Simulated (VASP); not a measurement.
Set up this calculation in VASP 6.6.1, as the native input.

- Task: single point
- Functional: PBE
- Potentials or basis: VASP PAW PBE potentials, release 64 (In_d, P)
- Cutoff: 520 eV
- k mesh: 6 × 6 × 6
- Occupations: gaussian, width 0.1 eV
- Spin: no spin polarisation
- Dipole correction: no
- Further INCAR settings: ALGO = Fast; EDIFF = 1e-06; NBANDS = 16

The structure of InP lies in POSCAR:

```
InP
1.0
    0.0000000000      2.9519763900      2.9519763900
    2.9519763900      0.0000000000      2.9519763900
    2.9519763900      2.9519763900      0.0000000000
In P
1 1
Direct
    0.0000000000      0.0000000000      0.0000000000
    0.7500000000      0.7500000000      0.7500000000
```

The cell is a database's computed one.

The input as run:

INCAR

```
PREC = Accurate
ENCUT = 520
EDIFF = 1E-6
ISMEAR = 0
SIGMA = 0.1
LREAL = F
LASPH = T
NELM = 100
ALGO = Fast
ISIF = 2
LWAVE = F
LCHARG = F
GGA = PE
NBANDS = 16
```

KPOINTS

```
Automatic mesh
0
Gamma
  6 6 6
```

Potentials or basis: VASP PAW PBE potentials, release 64 (In_d, P).

Run with:

```bash
$ cat potpaw_PBE.64/In_d/POTCAR potpaw_PBE.64/P/POTCAR > POTCAR
$ mpirun -np 1 vasp_std > vasp.out
```

It gave:

| Item | Value |
| --- | --- |
| Pressure | 1.7 GPa |
| Band gap on the k mesh | 0.59 eV, direct |

Caveat: spin-orbit coupling is left out, which moves the levels of the heavy elements.

It took 14 s on 1 thread of Intel(R) Xeon(R) Platinum 8488C (Sapphire Rapids), on a shared host, peak memory 0.17 GiB.
